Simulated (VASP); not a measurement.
# Bi (Fm-3m) in VASP: notebook

The runs below take Bi through single point, with PBE.

All numbers are computed with VASP 6.6.1; they aren't measurements. Logs are shortened: lines on timing, memory, paths and dates and some standing lists are left out, and cuts for length are marked.

### 1 The crystal as given

The structure is cubic, space group Fm-3m (No. 225). The conventional cell has a = 5.212 Å, b = 5.212 Å, c = 5.212 Å, α = 90.00°, β = 90.00°, γ = 90.00°. Around Bi (site symmetry m-3m) lie 12 Bi at 3.69 Å.

The cell was built by a generator and needn't be a form met in nature.

### 2 Single point, PBE

Contents of INCAR:

```
ALGO = Normal
EDIFF = 1E-6
ENCUT = 520
GGA = PE
ISIF = 2
ISMEAR = 0
LASPH = T
LCHARG = F
LREAL = F
LWAVE = F
NBANDS = 14
NELM = 60
PREC = Accurate
SIGMA = 0.05
```

Contents of KPOINTS:

```
k-points
0
Gamma
  14 14 14
```

Contents of POSCAR:

```
Bi
1.0
    0.0000000000      2.6057589310      2.6057589310
    2.6057589310      0.0000000000      2.6057589310
    2.6057589310      2.6057589310      0.0000000000
Bi
1
Direct
    0.0000000000      0.0000000000      0.0000000000
```

Potentials or basis: VASP PAW PBE potentials, release 64 (Bi_d).

Command:

```
> cat potpaw_PBE.64/Bi_d/POTCAR > POTCAR
> mpirun -np 1 vasp_std > vasp.out
```

OUTCAR:

```text
EDIFF = 1E-6
   ENCUT = 520
   GGA = PE
   ISIF = 2
   ISMEAR = 0
   LASPH = T
   LREAL = F
   NELM = 60
   PREC = Accurate

 ion  position               nearest neighbor table
   1  0.000  0.000  0.000-

  LATTYP: Found a face centered cubic cell.
 ALAT       =     5.2115178620

  Lattice vectors:

 A1 = (   0.0000000000,   2.6057589310,   2.6057589310)
 A2 = (   2.6057589310,   0.0000000000,   2.6057589310)
 A3 = (   2.6057589310,   2.6057589310,   0.0000000000)

Analysis of symmetry for initial positions (statically):
=====================================================================
 Subroutine PRICEL returns:
 Original cell was already a primitive cell.

 Routine SETGRP: Setting up the symmetry group for a
 face centered cubic supercell.

 Subroutine GETGRP returns: Found 48 space group operations
 (whereof 48 operations were pure point group operations)
 out of a pool of 48 trial point group operations.

The static configuration has the point symmetry O_h .

Analysis of symmetry for dynamics (positions and initial velocities):
=====================================================================
 Subroutine PRICEL returns:
 Original cell was already a primitive cell.

 Routine SETGRP: Setting up the symmetry group for a
 face centered cubic supercell.

 Subroutine GETGRP returns: Found 48 space group operations
 (whereof 48 operations were pure point group operations)
 out of a pool of 48 trial point group operations.

The dynamic configuration has the point symmetry O_h .

 Subroutine INISYM returns: Found 48 space group operations
 (whereof 48 operations are pure point group operations),
 and found     1 'primitive' translations

----------------------------------------------------------------------------------------

                                     Primitive cell

  volume of cell :      35.3861

  direct lattice vectors                    reciprocal lattice vectors
     0.000000000  2.605758931  2.605758931    -0.191882677  0.191882677  0.191882677
     2.605758931  0.000000000  2.605758931     0.191882677 -0.191882677  0.191882677
     2.605758931  2.605758931  0.000000000     0.191882677  0.191882677 -0.191882677

  length of vectors
     3.685099620  3.685099620  3.685099620     0.332350546  0.332350546  0.332350546

  position of ions in fractional coordinates (direct lattice)
     0.000000000  0.000000000  0.000000000

  ion indices of the primitive-cell ions
   primitive index   ion index
                 1           1

----------------------------------------------------------------------------------------

 KPOINTS: k-points

Automatic generation of k-mesh.
 Grid dimensions read from file:
 generate k-points for:   14   14   14

 Generating k-lattice:

  Cartesian coordinates                     Fractional coordinates (reciprocal lattice)
    -0.013705906  0.013705906  0.013705906     0.071428571  0.000000000  0.000000000
     0.013705906 -0.013705906  0.013705906     0.000000000  0.071428571  0.000000000
     0.013705906  0.013705906 -0.013705906     0.000000000  0.000000000  0.071428571

  Length of vectors
     0.023739325  0.023739325  0.023739325

  Shift w.r.t. Gamma in fractional coordinates (k-lattice)
     0.000000000  0.000000000  0.000000000

 Subroutine IBZKPT returns following result:
 ===========================================

 Found    104 irreducible k-points:

 Following reciprocal coordinates:
            Coordinates               Weight
  0.000000  0.000000  0.000000      1.000000
  0.071429  0.000000  0.000000      8.000000
  0.142857  0.000000  0.000000      8.000000
  0.214286  0.000000  0.000000      8.000000
  0.285714  0.000000  0.000000      8.000000
  0.357143  0.000000  0.000000      8.000000
[... 16 lines left out ...]
  0.214286  0.142857  0.000000     24.000000
  0.285714  0.142857  0.000000     24.000000
 [... further k-points ...]
   k-points           NKPTS =    104   k-points in BZ     NKDIM =    104   number of bands    NBANDS=     14
   number of dos      NEDOS =    301   number of ions     NIONS =      1
   total plane-waves  NPLWV =  21952
   dimension x,y,z NGX =    28 NGY =   28 NGZ =   28
   dimension x,y,z NGXF=    56 NGYF=   56 NGZF=   56
   ions per type =               1
   NGX,Y,Z   is equivalent  to a cutoff of  12.63, 12.63, 12.63 a.u.
   NGXF,Y,Z  is equivalent  to a cutoff of  25.26, 25.26, 25.26 a.u.
 SYSTEM =  unknown system
   PREC   = accura    normal or accurate (medium, high low for compatibility)
   ISTART =      0    job   : 0-new  1-cont  2-samecut
   ICHARG =      2    charge: 1-file 2-atom 10-const
   ISPIN  =      1    spin polarized calculation?
   LNONCOLLINEAR =      F non collinear calculations
   LSORBIT =      F    spin-orbit coupling
   LASPH  =      T    aspherical Exc in radial PAW
   ENCUT  =  520.0 eV  38.22 Ry    6.18 a.u.   6.85  6.85  6.85*2*pi/ulx,y,z
   NELM   =     60;   NELMIN=  2; NELMDL= -5     # of ELM steps
   EDIFF  = 0.1E-05   stopping-criterion for ELM
   LREAL  =      F    real-space projection
   EDIFFG = 0.1E-04   stopping-criterion for IOM
   NSW    =      0    number of steps for IOM
   IBRION =     -1    ionic relax: 0-MD 1-quasi-New 2-CG
   NFREE  =      0    steps in history (QN), initial steepest desc. (CG)
   ISIF   =      2    stress and relaxation
   ISYM   =      2    0-nonsym 1-usesym 2-fastsym
   POTIM  = 0.5000    time-step for ionic-motion
   TEBEG  =    0.0;   TEEND  =   0.0 temperature during run
   PSTRESS=    0.0 pullay stress
   NELECT =      15.0000    total number of electrons
   NUPDOWN=      -1.0000    fix difference up-down
   EMIN   =  10.00;   EMAX   =-10.00  energy-range for DOS
   EFERMI =   0.00;   METHOD = LEGACY
   ISMEAR =     0;   SIGMA  =   0.05  broadening in eV -4-tet -1-fermi 0-gaus
   EFERMI_NEDOS =   21; number of points for ismear=-14 and -15
   IALGO  =     38    algorithm
   IMIX   =      4    mixing-type and parameters
     AMIX     =   0.40;   BMIX     =  1.00
     AMIX_MAG =   1.60;   BMIX_MAG =  1.00
  volume/ion in A,a.u.               =      35.39       238.80
  Fermi-wavevector in a.u.,A,eV,Ry     =   1.229781  2.323949 20.576916  1.512361
  Thomas-Fermi vector in A             =   2.364655
   LORBIT       =      0    0 simple, 1 ext, 2 COOP (PROOUT), +10 PAW based schemes
   GGA     = PE    functional components
   LHFCALC =     F    Hartree Fock is set to
   AEXX    =    0.0000 exact exchange contribution
   IVDW    =     0    specifies the selected vdW correction
   LEPSILON=     F    determine dielectric tensor
   LRPA    =     F    only Hartree local field effects (RPA)
 non-spin polarized calculation
 Gauss-broadening in eV      SIGMA  =   0.05
  energy-cutoff  :      520.00
  volume of cell :       35.39
 maximum number of plane-waves:       967
   NGX = 13   NGY = 13   NGZ = 13

 number of electron      15.0000007 magnetization

 Free energy of the ion-electron system (eV)
  ---------------------------------------------------
  ext. energy  EPLUGINS =         0.00000000
  ---------------------------------------------------
  free energy    TOTEN  =        -3.64800456 eV

  energy without entropy =       -3.64707201  energy(sigma->0) =       -3.64753828

 E-fermi :   6.5134     XC(G=0):  -9.6978

 val. band max:        6.5112931278   @ k =  -0.4286   0.5000   0.0714
 cond. band min:       6.5149448696   @ k =   0.5000   0.4286   0.0714
 fundamental gap:      0.0036517418
 Fermi energy:         6.5134350802

 k-point     1 :       0.0000    0.0000    0.0000
  band No.  band energies     occupation
      1     -16.5466      2.00000
      2     -16.5466      2.00000
      3     -16.5466      2.00000
      4     -16.5035      2.00000
      5     -16.5035      2.00000
      6      -6.3080      2.00000
      7      10.6183      0.00000
      8      10.6183      0.00000
      9      10.6183      0.00000
     10      13.9302      0.00000
     11      15.5982      0.00000
     12      16.6673      0.00000
     13      16.6673      0.00000
     14      16.6673      0.00000

 k-point     2 :       0.0714    0.0000    0.0000
  band No.  band energies     occupation
      1     -16.5460      2.00000
      2     -16.5440      2.00000
      3     -16.5440      2.00000
      4     -16.5034      2.00000
      5     -16.5034      2.00000
      6      -6.2339      2.00000
      7       9.6993      0.00000
      8      10.5339      0.00000
      9      10.5339      0.00000
     10      14.4262      0.00000
     11      15.2224      0.00000
     12      16.8240      0.00000
     13      16.8240      0.00000
     14      17.7379      0.00000

 k-point     3 :       0.1429    0.0000    0.0000
  band No.  band energies     occupation
      1     -16.5445      2.00000
      2     -16.5384      2.00000
      3     -16.5384      2.00000
      4     -16.5017      2.00000
      5     -16.5017      2.00000
      6      -6.0147      2.00000
      7       7.9970      0.00000
      8      10.3144      0.00000
      9      10.3144      0.00000
     10      14.1038      0.00000
     11      16.1734      0.00000
     12      17.1464      0.00000
     13      17.1464      0.00000
     14      17.9837      0.00000

 k-point     4 :       0.2143    0.0000    0.0000
  band No.  band energies     occupation
      1     -16.5425      2.00000
      2     -16.5348      2.00000
      3     -16.5348      2.00000
      4     -16.4948      2.00000
      5     -16.4948      2.00000
      6      -5.6619      2.00000
      7       6.2330      2.00000
      8      10.0315      0.00000
      9      10.0315      0.00000
     10      13.6628      0.00000
     11      17.0057      0.00000
     12      17.0057      0.00000
     13      17.0610      0.00000
     14      17.5538      0.00000

 k-point     5 :       0.2857    0.0000    0.0000
  band No.  band energies     occupation
      1     -16.5405      2.00000
      2     -16.5356      2.00000
      3     -16.5356      2.00000
      4     -16.4821      2.00000
      5     -16.4821      2.00000
      6      -5.2024      2.00000
      7       4.6090      2.00000
      8       9.7518      0.00000
      9       9.7518      0.00000
     10      13.3670      0.00000
     11      16.2725      0.00000
[... 276 lines left out ...]
 k-point    22 :       0.1429    0.1429    0.0000
  band No.  band energies     occupation
      1     -16.5552      2.00000
      2     -16.5273      2.00000
      3     -16.5273      2.00000
      4     -16.5123      2.00000
      5     -16.4954      2.00000
      6      -5.9165      2.00000
      7       8.3717      0.00000
      8       9.5096      0.00000
      9       9.5096      0.00000
     10      13.8548      0.00000
     11      15.3408      0.00000
     12      17.2578      0.00000
     13      18.3137      0.00000
     14      18.3137      0.00000

 k-point    23 :       0.2143    0.1429    0.0000
  band No.  band energies     occupation
      1     -16.5572      2.00000
      2     -16.5222      2.00000
      3     -16.5196      2.00000
      4     -16.5119      2.00000
      5     -16.4894      2.00000
      6      -5.6555      2.00000
      7       7.1655      0.00000
      8       9.1109      0.00000
      9       9.2196      0.00000
     10      13.6933      0.00000
     11      14.7208      0.00000
     12      17.3389      0.00000
     13      18.7983      0.00000
     14      19.3090      0.00000

 k-point    24 :       0.2857    0.1429    0.0000
  band No.  band energies     occupation
      1     -16.5555      2.00000
      2     -16.5257      2.00000
      3     -16.5174      2.00000
      4     -16.5012      2.00000
      5     -16.4781      2.00000
      6      -5.2720      2.00000
      7       5.6725      2.00000
      8       8.8015      0.00000
      9       8.8327      0.00000
     10      13.5651      0.00000
     11      14.8063      0.00000
     12      17.0410      0.00000
     13      18.5078      0.00000
     14      19.2874      0.00000

 [... further k-points ...]
[... 5 lines left out ...]
  --------------------------------------------------------------------------------------
  -------------------------------------------------------------------------------------
  Total       -0.9517111     -0.9517111     -0.9517111     -0.0000000     -0.0000000     -0.0000000
  in kB      -43.0906455    -43.0906455    -43.0906455     -0.0000000     -0.0000000     -0.0000000
  external PRESSURE =     -43.0906455 kB  Pullay stress =       0.0000000 kB

 VOLUME and BASIS-vectors are now :
 -----------------------------------------------------------------------------
  energy-cutoff  :      520.00
  volume of cell :       35.39
      direct lattice vectors                 reciprocal lattice vectors
     0.000000000  2.605758931  2.605758931    -0.191882677  0.191882677  0.191882677
     2.605758931  0.000000000  2.605758931     0.191882677 -0.191882677  0.191882677
     2.605758931  2.605758931  0.000000000     0.191882677  0.191882677 -0.191882677

 POSITION                                       TOTAL-FORCE (eV/Angst)
 -----------------------------------------------------------------------------------
      0.00000      0.00000      0.00000         0.000000     -0.000000      0.000000
 -----------------------------------------------------------------------------------
    total drift:                               -0.000000     -0.000000     -0.000000

  FREE ENERGIE OF THE ION-ELECTRON SYSTEM (eV)
  ---------------------------------------------------
  free  energy   TOTEN  =        -3.6480045560 eV

  energy  without entropy=       -3.6470720123  energy(sigma->0) =       -3.64753828
```

It took 61 s on 1 thread of Intel Xeon Platinum 8375C at 2.90GHz (Ice Lake), shared host; peak memory 0.18 GiB.

What came out:

- Free energy: -3.6480 eV
- Pressure: -4.3 GPa
- Band gap on the k mesh: none (metal or under the smearing width)

Caveat: spin-orbit coupling is left out, which moves the levels of the heavy elements.

### 3 Single point, PBE

This run uses another cell than the first one, of 31.91 Å³/atom, 0.902 times its volume.

Contents of INCAR:

```
SYSTEM = Bi
PREC = Accurate
ENCUT = 520
EDIFF = 1E-6
ISMEAR = 0
SIGMA = 0.05
LREAL = .False.
LASPH = .True.
NELM = 100
ALGO = Normal
ISIF = 2
LWAVE = .False.
LCHARG = .False.
GGA = PE
NBANDS = 14
```

Contents of KPOINTS:

```
regular mesh
0
Gamma
  14 14 14
  0 0 0
```

Contents of POSCAR:

```
Bi
1.0
    0.0000000000      2.5175268456      2.5175268456
    2.5175268456      0.0000000000      2.5175268456
    2.5175268456      2.5175268456      0.0000000000
Bi
1
Direct
    0.0000000000      0.0000000000      0.0000000000
```

Potentials or basis: VASP PAW PBE potentials, release 64 (Bi_d).

Command:

```
> cat potpaw_PBE.64/Bi_d/POTCAR > POTCAR
> mpirun -np 1 vasp_std > vasp.out
```

It took 56 s on 1 thread of Intel Xeon Platinum 8375C at 2.90GHz (Ice Lake), shared host; peak memory 0.18 GiB.

It converged, with:

```
Free energy            : -3.6983 eV
Pressure               : -0.1 GPa
Band gap on the k mesh : none (metal or under the smearing width)
```

Levels at points of the mesh, in eV from the Fermi level:
```
           k point  band 3  band 4  band 5  band 6  band 7  band 8  band 9  band 10  band 11  band 12
(0.00, 0.00, 0.00)  -23.10  -23.04  -23.04  -13.46    4.76    4.76    4.76     8.53     9.06    10.65
(0.50, 0.00, 0.00)  -23.10  -22.97  -22.97  -10.73   -5.17    3.23    3.23     7.18     8.59     9.60
(0.50, 0.50, 0.00)  -22.98  -22.95  -22.95   -9.68   -4.38    0.33    0.33     4.01     5.20    16.86
```

Caveat: spin-orbit coupling is left out, which moves the levels of the heavy elements.
